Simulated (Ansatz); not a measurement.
Input and command of a calculation in Ansatz (plane waves; scalar-relativistic PAW potentials unless the input names others):

```yaml
crystal:
  lattice:
    - [0.0, 2.535, 2.535]
    - [2.535, 0.0, 2.535]
    - [2.535, 2.535, 0.0]
  atoms:
    - { symbol: Zr, position: [0.0, 0.0, 0.0] }
    - { symbol: O, position: [0.25, 0.25, 0.25] }
    - { symbol: O, position: [0.75, 0.75, 0.75] }
basis:
  ecutwfc: 500
kpoints:
  mp_grid: { grid: [8, 8, 8] }
hamiltonian:
  xc: r2scan
  dispersion: d4
scf:
  occupations: { method: gaussian, width: 0.02 }
output:
  forces: true
  eigenvalues: true
  stress: true
relax:
  adjacent_minimum: "off"
  f_tol: 0.005
  max_steps: 80
  cell: { stress_tol: 0.05 }
```

```bash
ansatz run input.yaml --threads 1 --pin off --max-ram 2560MiB --backend cpu --events-out ev --progress --plain --runs-dir out
```

Abridged log:
```
Basis set: ecut = 500 eV, 869 PW (Γ), exchange–correlation on 108×108×108 points (64 copies of the dense FFT grid, shifted against one another)
Bands: 16, of which v1, the nominal top of the filled ones, is band 12 counted from 1 (11 counted from 0)
Symmetry: 48 space group operations
k-points: 29 of 512
SCF iter   1: F=—  HF=-5338.236091 eV  |F-HF|=—  |Δ(HF+E_count)|=         —  Δρ=1.63e-2  dr2=1.05e-1  dr2_τ=1.99e-1  ethr=1.77e-3  ⟨swp⟩=6.1  Hψ=2343  notcnv=0
SCF iter   2: F=—  HF=-5338.310177 eV  |F-HF|=—  |Δ(HF+E_count)|=   7.41e-2  Δρ=1.19e-2  dr2=2.56e-2  dr2_τ=9.85e-3  ethr=4.39e-4  ⟨swp⟩=2.8  Hψ=1067  notcnv=0
SCF iter   3: F=—  HF=-5338.304234 eV  |F-HF|=—  |Δ(HF+E_count)|=   5.94e-3  Δρ=3.33e-3  dr2=1.57e-3  dr2_τ=2.23e-4  ethr=1.07e-4  ⟨swp⟩=2.0  Hψ=781  notcnv=0
SCF iter   4: F=—  HF=-5338.304544 eV  |F-HF|=—  |Δ(HF+E_count)|=   3.10e-4  Δρ=7.80e-4  dr2=7.61e-5  dr2_τ=1.92e-5  ethr=6.54e-6  ⟨swp⟩=2.3  Hψ=796  notcnv=0
SCF iter   5: F=—  HF=-5338.304553 eV  |F-HF|=—  |Δ(HF+E_count)|=   8.99e-6  Δρ=9.31e-5  dr2=6.72e-7  dr2_τ=2.38e-7  ethr=3.17e-7  ⟨swp⟩=2.2  Hψ=681  notcnv=0
SCF iter   6: F=-5338.304554 eV  HF=-5338.304554 eV  |F-HF|=6.56e-9  |Δ(HF+E_count)|=   1.22e-6  Δρ=1.18e-5  dr2=2.28e-8  dr2_τ=8.07e-9  ethr=4.17e-10  ⟨swp⟩=6.0  Hψ=2288  notcnv=0
SCF 1 converged in 6 iterations: F = -5338.304554 eV  dr2 = 2.28e-8
relax step   1: F+E_penalty+E_count = -5338.30455405 eV  Δ(F+E_penalty+E_count) = +0.000e0 eV  max|allowed force component| = 2.698e-18 eV/Å  Δτ_max = 0.0000 Å  P = +1.522 GPa  Ω = 32.581 Å³  (6 SCF iters, dr2 threshold 1.00e-7 eV, accepted)
Crystal: 3 atoms, lattice volume = 32.806 Å³
Initial density: handed on by an earlier stage of this run
Initial wavefunctions: those handed on with the density
SCF iter   1: F=—  HF=-5338.304235 eV  |F-HF|=—  |Δ(HF+E_count)|=         —  Δρ=9.60e-4  dr2=2.67e-4  dr2_τ=1.16e-3  ethr=1.47e-6  ⟨swp⟩=2.2  Hψ=3000  notcnv=0
SCF iter   2: F=—  HF=-5338.305226 eV  |F-HF|=—  |Δ(HF+E_count)|=   9.91e-4  Δρ=3.29e-4  dr2=2.90e-5  dr2_τ=9.52e-6  ethr=1.11e-6  ⟨swp⟩=2.7  Hψ=907  notcnv=0
   ...
SCF iter   1: F=—  HF=-5338.305261 eV  |F-HF|=—  |Δ(HF+E_count)|=         —  Δρ=1.38e-4  dr2=5.38e-6  dr2_τ=2.72e-5  ethr=3.01e-8  ⟨swp⟩=2.0  Hψ=2941  notcnv=0
SCF iter   2: F=—  HF=-5338.305284 eV  |F-HF|=—  |Δ(HF+E_count)|=   2.30e-5  Δρ=4.17e-5  dr2=5.18e-7  dr2_τ=1.61e-7  ethr=2.24e-8  ⟨swp⟩=2.1  Hψ=812  notcnv=0
SCF iter   3: F=-5338.305284 eV  HF=-5338.305284 eV  |F-HF|=8.53e-8  |Δ(HF+E_count)|=   2.99e-8  Δρ=2.27e-5  dr2=1.66e-7  dr2_τ=2.99e-8  ethr=8.00e-10  ⟨swp⟩=5.7  Hψ=2209  notcnv=0
SCF 3 converged in 3 iterations: F = -5338.305284 eV  dr2 = 1.66e-7
relax step   3: F+E_penalty+E_count = -5338.30528424 eV  Δ(F+E_penalty+E_count) = -6.104e-5 eV  max|allowed force component| = 1.205e-17 eV/Å  Δτ_max = 0.0000 Å  P = -0.003 GPa  Ω = 32.771 Å³  energy of the carried Pulay correction = -1.675e-4 eV  (3 SCF iters, dr2 threshold 1.92e-7 eV, accepted)
Initial wavefunctions: pseudopotential atomic-orbital guess (no wavefunctions were taken with the density)
SCF iter   1: F=—  HF=-5338.305420 eV  |F-HF|=—  |Δ(HF+E_count)|=         —  Δρ=3.03e-5  dr2=1.82e-7  dr2_τ=1.04e-7  ethr=3.50e-8  ⟨swp⟩=3.5  Hψ=3709  notcnv=0
SCF iter   2: F=—  HF=-5338.305421 eV  |F-HF|=—  |Δ(HF+E_count)|=   1.30e-6  Δρ=1.85e-5  dr2=4.59e-8  dr2_τ=1.46e-8  ethr=7.60e-10  ⟨swp⟩=2.0  Hψ=687  notcnv=0
SCF iter   3: F=—  HF=-5338.305421 eV  |F-HF|=—  |Δ(HF+E_count)|=   5.15e-9  Δρ=8.56e-6  dr2=9.00e-9  dr2_τ=1.48e-9  ethr=1.91e-10  ⟨swp⟩=2.0  Hψ=648  notcnv=0
SCF iter   4: F=—  HF=-5338.305421 eV  |F-HF|=—  |Δ(HF+E_count)|=   1.61e-9  Δρ=2.95e-6  dr2=9.58e-10  dr2_τ=1.96e-10  ethr=3.75e-11  ⟨swp⟩=2.0  Hψ=670  notcnv=0
SCF iter   5: F=-5338.305421 eV  HF=-5338.305421 eV  |F-HF|=1.46e-11  |Δ(HF+E_count)|=  2.88e-10  Δρ=5.32e-7  dr2=2.67e-11  dr2_τ=7.01e-12  ethr=1.00e-12  ⟨swp⟩=4.5  Hψ=2341  notcnv=0
SCF 4 converged in 5 iterations: F = -5338.305421 eV  dr2 = 2.67e-11
SCF converged after 5 iterations
Free energy (F): -5338.305421 eV
Harris-Foulkes:  -5338.305421 eV  (|F-HF|=1.46e-11)
Internal energy: -5338.305421 eV  (E = F + TS)
E sigma→0 (E₀):  -5338.305421 eV
Fermi energy:    13.887298 eV
  E_disp       = -0.246877  (pairwise vdW)
--- Forces (eV/Å), atoms counted from 1 ---
  atom   1  Zr     0.00000000     0.00000000     0.00000000
  atom   2  O      0.00000000     0.00000000     0.00000000
  atom   3  O      0.00000000     0.00000000     0.00000000
--- Stress (GPa, compression-positive) ---
       -0.005147       0.000000       0.000000
        0.000000      -0.005147       0.000000
        0.000000       0.000000      -0.005147
  P = ⅓ Tr σ = -0.0051 GPa (-0.051 kbar)
--- Relaxed structure (3 steps of the walk, 3 accepted, 1 SCFs on fresh bases) ---
  F+E_penalty+E_count = -5338.30542136 eV   max|allowed force component| = 4.337e-18 eV/Å   (the final SCF, on the basis selected at the relaxed cell)
  cell:  # Å, volume = 32.7713 Å³
    - [0.0, 2.53992676, 2.53992676]
    - [2.53992676, 0.0, 2.53992676]
    - [2.53992676, 2.53992676, 0.0]
  atoms:
    - { symbol: Zr, position: [0.0, 0.0, 0.0] }
    - { symbol: O, position: [0.25, 0.25, 0.25] }
    - { symbol: O, position: [0.75, 0.75, 0.75] }
```

Apart from outputs and empty bands, the input differs from a reference run on usual settings in hamiltonian.dispersion: not typed → "d4". The reference, at the same start, ended its own course with a relaxed volume of 10.99 Å³/atom, pressure -0.02 GPa, largest force 0.000 eV/Å, gap on the mesh 3.89 eV. This run converged in 19 SCF iterations over all its steps (reference: 20) with an energy at zero smearing 82.01 meV/atom below the reference's (the Hamiltonian itself differs), a relaxed volume of 10.92 Å³/atom, pressure -0.01 GPa, largest force 0.000 eV/Å, gap on the mesh 3.90 eV.

Time: 30 s on 1 thread of Intel(R) Xeon(R) Processor @ 2.50GHz (Skylake/Cascade Lake) (shared host), peak memory 0.42 GiB.